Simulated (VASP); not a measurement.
# Se (Pm-3m) in VASP: further runs

The runs below take Se through single point, with PBE+D3(BJ).

Everything below comes from runs of VASP 6.6.1. Logs are shortened: lines on timing, memory, paths and dates and some standing lists are left out, and cuts for length are marked.

## (1) The structure

Symmetry: Pm-3m, No. 221, cubic system. Conventional cell: a = 2.811 Å, b = 2.811 Å, c = 2.811 Å, α = 90.00°, β = 90.00°, γ = 90.00°. Se (site symmetry m-3m) is surrounded by 6 Se at 2.81 Å.

This isn't the form of Se at room conditions, which is trigonal, of chains.

## (2) Single point, PBE+D3(BJ)

Input file INCAR:

```
SYSTEM = Se
ALGO = Fast
EDIFF = 1E-6
ENCUT = 520
GGA = PE
ISIF = 2
ISMEAR = 0
IVDW = 12
LASPH = .True.
LCHARG = .False.
LREAL = .False.
LWAVE = .False.
NBANDS = 9
NELM = 100
PREC = Accurate
SIGMA = 0.15
```

Input file KPOINTS:

```
k-points
0
Gamma
  16 16 16
  0 0 0
```

Input file POSCAR:

```
Se
1.0
    2.8105630200      0.0000000000      0.0000000000
    0.0000000000      2.8105630200      0.0000000000
    0.0000000000      0.0000000000      2.8105630200
Se
1
Direct
    0.0000000000      0.0000000000      0.0000000000
```

Potentials or basis: VASP PAW PBE potentials, release 64 (Se).

Launch:

```sh
$ cat potpaw_PBE.64/Se/POTCAR > POTCAR
$ mpirun -np 1 vasp_std > vasp.out
```

OUTCAR:

```text
SYSTEM = Se
   EDIFF = 1E-6
   ENCUT = 520
   GGA = PE
   ISIF = 2
   ISMEAR = 0
   IVDW = 12
   LASPH = .True.
   LREAL = .False.
   NELM = 100
   PREC = Accurate
 IVDW          = 12

 ion  position               nearest neighbor table
   1  0.000  0.000  0.000-

  LATTYP: Found a simple cubic cell.
 ALAT       =     2.8105630200

  Lattice vectors:

 A1 = (   2.8105630200,   0.0000000000,   0.0000000000)
 A2 = (   0.0000000000,   2.8105630200,   0.0000000000)
 A3 = (   0.0000000000,   0.0000000000,   2.8105630200)

Analysis of symmetry for initial positions (statically):
=====================================================================
 Subroutine PRICEL returns:
 Original cell was already a primitive cell.

 Routine SETGRP: Setting up the symmetry group for a
 simple cubic supercell.

 Subroutine GETGRP returns: Found 48 space group operations
 (whereof 48 operations were pure point group operations)
 out of a pool of 48 trial point group operations.

The static configuration has the point symmetry O_h .

Analysis of symmetry for dynamics (positions and initial velocities):
=====================================================================
 Subroutine PRICEL returns:
 Original cell was already a primitive cell.

 Routine SETGRP: Setting up the symmetry group for a
 simple cubic supercell.

 Subroutine GETGRP returns: Found 48 space group operations
 (whereof 48 operations were pure point group operations)
 out of a pool of 48 trial point group operations.

The dynamic configuration has the point symmetry O_h .

 Subroutine INISYM returns: Found 48 space group operations
 (whereof 48 operations are pure point group operations),
 and found     1 'primitive' translations

----------------------------------------------------------------------------------------

                                     Primitive cell

  volume of cell :      22.2014

  direct lattice vectors                    reciprocal lattice vectors
     2.810563020  0.000000000  0.000000000     0.355800597  0.000000000  0.000000000
     0.000000000  2.810563020  0.000000000     0.000000000  0.355800597  0.000000000
     0.000000000  0.000000000  2.810563020     0.000000000  0.000000000  0.355800597

  length of vectors
     2.810563020  2.810563020  2.810563020     0.355800597  0.355800597  0.355800597

  position of ions in fractional coordinates (direct lattice)
     0.000000000  0.000000000  0.000000000

  ion indices of the primitive-cell ions
   primitive index   ion index
                 1           1

[... 78 lines left out ...]
   ISYM   =      2    0-nonsym 1-usesym 2-fastsym
   POTIM  = 0.5000    time-step for ionic-motion
   TEBEG  =    0.0;   TEEND  =   0.0 temperature during run
   PSTRESS=    0.0 pullay stress
   NELECT =       6.0000    total number of electrons
   NUPDOWN=      -1.0000    fix difference up-down
   EMIN   =  10.00;   EMAX   =-10.00  energy-range for DOS
   EFERMI =   0.00;   METHOD = LEGACY
   ISMEAR =     0;   SIGMA  =   0.15  broadening in eV -4-tet -1-fermi 0-gaus
   EFERMI_NEDOS =   21; number of points for ismear=-14 and -15
   IALGO  =     68    algorithm
   IMIX   =      4    mixing-type and parameters
     AMIX     =   0.40;   BMIX     =  1.00
     AMIX_MAG =   1.60;   BMIX_MAG =  1.00
  volume/ion in A,a.u.               =      22.20       149.82
  Fermi-wavevector in a.u.,A,eV,Ry     =   1.058438  2.000157 15.242472  1.120290
  Thomas-Fermi vector in A             =   2.193747
   LORBIT       =      0    0 simple, 1 ext, 2 COOP (PROOUT), +10 PAW based schemes
   GGA     = PE    functional components
   LHFCALC =     F    Hartree Fock is set to
   AEXX    =    0.0000 exact exchange contribution
   IVDW    =    12    specifies the selected vdW correction
   LEPSILON=     F    determine dielectric tensor
   LRPA    =     F    only Hartree local field effects (RPA)
 non-spin polarized calculation
 RMM-DIIS sequential band-by-band and
 Gauss-broadening in eV      SIGMA  =   0.15
  energy-cutoff  :      520.00
  volume of cell :       22.20
 maximum number of plane-waves:       624
 NGX is ok and might be reduce to    24
   NGX = 11   NGY = 11   NGZ = 11

 number of electron       5.9999999 magnetization

 Free energy of the ion-electron system (eV)
  ---------------------------------------------------
  ext. energy  EPLUGINS =         0.00000000
  ---------------------------------------------------
  free energy    TOTEN  =        -3.32837017 eV

  energy without entropy =       -3.32290623  energy(sigma->0) =       -3.32563820

 E-fermi :   4.8437     XC(G=0):  -9.9970

 val. band max:        4.8315898511   @ k =   0.5000   0.5000   0.2500
 cond. band min:       4.8866167715   @ k =   0.1875   0.1250   0.1250
 fundamental gap:      0.0550269204
 Fermi energy:         4.8437374966

 k-point     1 :       0.0000    0.0000    0.0000
  band No.  band energies     occupation
      1     -11.2829      2.00000
      2       6.3316      0.00000
      3       6.3316      0.00000
      4       6.3316      0.00000
      5      12.6479      0.00000
      6      12.6479      0.00000
      7      12.8747      0.00000
      8      27.2675      0.00000
      9      27.2688      0.00000
[... 265 lines left out ...]
 k-point    24 :       0.5000    0.1250    0.0000
  band No.  band energies     occupation
      1      -8.9332      2.00000
      2      -1.9672      2.00000
      3       6.0252      0.00000
      4       7.9532      0.00000
      5      14.4450      0.00000
      6      15.6967      0.00000
      7      18.2456      0.00000
      8      18.7233      0.00000
      9      19.4840      0.00000

 [... further k-points ...]

------------------------ aborting loop because EDIFF is reached ----------------------------------------

 Edisp (eV)   -0.39528

 E8    (eV) :    -0.1633

  FORCE on cell =-STRESS in cart. coord.  units (eV):
  Direction    XX          YY          ZZ          XY          YZ          ZX
  --------------------------------------------------------------------------------------
  -------------------------------------------------------------------------------------
  Total      -0.18618    -0.18618    -0.18618     0.00000    -0.00000     0.00000
  in kB     -13.43572   -13.43572   -13.43572     0.00000    -0.00000     0.00000
  external pressure =      -13.44 kB  Pullay stress =        0.00 kB

 VOLUME and BASIS-vectors are now :
 -----------------------------------------------------------------------------
  energy-cutoff  :      520.00
  volume of cell :       22.20
      direct lattice vectors                 reciprocal lattice vectors
     2.810563020  0.000000000  0.000000000     0.355800597  0.000000000  0.000000000
     0.000000000  2.810563020  0.000000000     0.000000000  0.355800597  0.000000000
     0.000000000  0.000000000  2.810563020     0.000000000  0.000000000  0.355800597

 POSITION                                       TOTAL-FORCE (eV/Angst)
 -----------------------------------------------------------------------------------
      0.00000      0.00000      0.00000         0.000000      0.000000      0.000000
 -----------------------------------------------------------------------------------
    total drift:                                0.000000      0.000000      0.000000

  FREE ENERGIE OF THE ION-ELECTRON SYSTEM (eV)
  ---------------------------------------------------
  free  energy   TOTEN  =        -3.7236456016 eV

  energy  without entropy=       -3.7181816626  energy(sigma->0) =       -3.72091363
```

OSZICAR:

```text
N       E                     dE             d eps       ncg     rms          rms(c)
DAV:   1     0.103491114816E+02    0.10349E+02   -0.27256E+03  2978   0.556E+02
DAV:   2    -0.300028835631E+01   -0.13349E+02   -0.12869E+02  3958   0.773E+01
DAV:   3    -0.332193582668E+01   -0.32165E+00   -0.32031E+00  3478   0.113E+01
DAV:   4    -0.332263105861E+01   -0.69523E-03   -0.69517E-03  4169   0.612E-01
DAV:   5    -0.332263172045E+01   -0.66184E-06   -0.66228E-06  3543   0.155E-02    0.380E+00
RMM:   6    -0.332593322814E+01   -0.33015E-02   -0.52831E-04  3074   0.192E-01    0.227E+00
RMM:   7    -0.332830153083E+01   -0.23683E-02   -0.13535E-03  3183   0.312E-01    0.491E-02
RMM:   8    -0.332836564464E+01   -0.64114E-04   -0.90759E-05  3316   0.842E-02    0.845E-03
RMM:   9    -0.332836999229E+01   -0.43477E-05   -0.66588E-06  3474   0.244E-02    0.297E-03
RMM:  10    -0.332837017081E+01   -0.17851E-06   -0.98906E-07  2886   0.867E-03
   1 F= -.37236456E+01 E0= -.37209136E+01  d E =-.546394E-02
```

Wall time 17 s (1 thread of Intel Xeon Platinum 8488C (Sapphire Rapids), shared host); peak memory 0.16 GiB.

What came out:

```
Free energy                : -3.7236 eV
Pressure                   : -1.3 GPa
Band gap on the k mesh     : none (metal or under the smearing width)
Dispersion energy per atom : -0.395 eV
```

Levels at points of the mesh, in eV from the Fermi level:
```tsv
k point	band 1	band 2	band 3	band 4	band 5	band 6
(0.00, 0.00, 0.00)	-16.13	1.49	1.49	1.49	7.80	7.80
(0.50, 0.00, 0.00)	-14.00	-7.03	2.95	2.95	9.99	11.75
(0.50, 0.50, 0.00)	-11.88	-5.06	-5.06	2.92	4.27	13.56
(0.50, 0.50, 0.50)	-9.71	-3.32	-3.32	-3.32	5.86	5.86
```

Caveat: pairwise dispersion overbinds metals, which lowers pressure and volume.

## (3) Single point, PBE+D3(BJ)

Input file INCAR:

```
SYSTEM = Se
  ALGO = Fast
  EDIFF = 1E-7
  ENCUT = 520
  GGA = PE
  ISIF = 2
  ISMEAR = 0
  IVDW = 12
  LASPH = .True.
  LCHARG = .False.
  LREAL = .False.
  LWAVE = .False.
  NBANDS = 9
  NELM = 100
  PREC = Accurate
  SIGMA = 0.15
```

Input file KPOINTS:

```
k-points
0
Gamma
  18 18 18
  0 0 0
```

POSCAR is that of step 2.

Potentials or basis: VASP PAW PBE potentials, release 64 (Se).

Launch:

```sh
$ cat potpaw_PBE.64/Se/POTCAR > POTCAR
$ mpirun -np 1 vasp_std > vasp.out
```

OUTCAR:

```text
SYSTEM = Se
   EDIFF = 1E-7
   ENCUT = 520
   GGA = PE
   ISIF = 2
   ISMEAR = 0
   IVDW = 12
   LASPH = .True.
   LREAL = .False.
   NELM = 100
   PREC = Accurate
 IVDW          = 12

 ion  position               nearest neighbor table
   1  0.000  0.000  0.000-

  LATTYP: Found a simple cubic cell.
 ALAT       =     2.8105630200

  Lattice vectors:

 A1 = (   2.8105630200,   0.0000000000,   0.0000000000)
 A2 = (   0.0000000000,   2.8105630200,   0.0000000000)
 A3 = (   0.0000000000,   0.0000000000,   2.8105630200)

[... 470 lines left out ...]
 [... further k-points ...]

------------------------ aborting loop because EDIFF is reached ----------------------------------------

 Edisp (eV)   -0.39528

 E8    (eV) :    -0.1633

  FORCE on cell =-STRESS in cart. coord.  units (eV):
  Direction    XX          YY          ZZ          XY          YZ          ZX
  --------------------------------------------------------------------------------------
  -------------------------------------------------------------------------------------
  Total      -0.17954    -0.17954    -0.17954    -0.00000    -0.00000    -0.00000
  in kB     -12.95681   -12.95681   -12.95681    -0.00000    -0.00000    -0.00000
  external pressure =      -12.96 kB  Pullay stress =        0.00 kB

 VOLUME and BASIS-vectors are now :
 -----------------------------------------------------------------------------
  energy-cutoff  :      520.00
  volume of cell :       22.20
      direct lattice vectors                 reciprocal lattice vectors
     2.810563020  0.000000000  0.000000000     0.355800597  0.000000000  0.000000000
     0.000000000  2.810563020  0.000000000     0.000000000  0.355800597  0.000000000
     0.000000000  0.000000000  2.810563020     0.000000000  0.000000000  0.355800597

 POSITION                                       TOTAL-FORCE (eV/Angst)
 -----------------------------------------------------------------------------------
      0.00000      0.00000      0.00000         0.000000      0.000000      0.000000
 -----------------------------------------------------------------------------------
    total drift:                               -0.000000      0.000000      0.000000

  FREE ENERGIE OF THE ION-ELECTRON SYSTEM (eV)
  ---------------------------------------------------
  free  energy   TOTEN  =        -3.7193385360 eV

  energy  without entropy=       -3.7122016163  energy(sigma->0) =       -3.71577008
```

OSZICAR:

```text
N       E                     dE             d eps       ncg     rms          rms(c)
DAV:   1     0.979803885855E+01    0.97980E+01   -0.28224E+03  3992   0.565E+02
DAV:   2    -0.300709520712E+01   -0.12805E+02   -0.12231E+02  5263   0.773E+01
DAV:   3    -0.331784838809E+01   -0.31075E+00   -0.30588E+00  4728   0.111E+01
DAV:   4    -0.331845872978E+01   -0.61034E-03   -0.61028E-03  5510   0.573E-01
DAV:   5    -0.331845922929E+01   -0.49951E-06   -0.49977E-06  4749   0.135E-02    0.382E+00
RMM:   6    -0.332168331692E+01   -0.32241E-02   -0.52800E-04  4082   0.191E-01    0.229E+00
RMM:   7    -0.332399777199E+01   -0.23145E-02   -0.13471E-03  4229   0.311E-01    0.484E-02
RMM:   8    -0.332405868874E+01   -0.60917E-04   -0.88383E-05  4437   0.834E-02    0.856E-03
RMM:   9    -0.332406290926E+01   -0.42205E-05   -0.65702E-06  4665   0.243E-02    0.296E-03
RMM:  10    -0.332406306531E+01   -0.15606E-06   -0.96425E-07  4706   0.862E-03    0.382E-04
RMM:  11    -0.332406310521E+01   -0.39898E-07   -0.77142E-08  3990   0.261E-03
   1 F= -.37193385E+01 E0= -.37157701E+01  d E =-.713692E-02
```

stdout:

```text
POSCAR found type information on POSCAR Se
 POSCAR found :  1 types and       1 ions
 scaLAPACK will be used
 LDA part: xc-table for (Slater+PW92), standard interpolation
 POSCAR, INCAR and KPOINTS ok, starting setup
 FFT: planning ... GRIDC
 FFT: planning ... GRID_SOFT
 FFT: planning ... GRID
 WAVECAR not read
 entering main loop
```

It took 25 s on 1 thread of Intel Xeon Platinum 8488C (Sapphire Rapids), shared host; peak memory 0.17 GiB.

Results:

| Property | Result |
| --- | --- |
| Free energy | -3.7193 eV |
| Pressure | -1.3 GPa |
| Band gap on the k mesh | none (metal or under the smearing width) |
| Dispersion energy per atom | -0.395 eV |

Caveat: pairwise dispersion overbinds metals, which lowers pressure and volume.
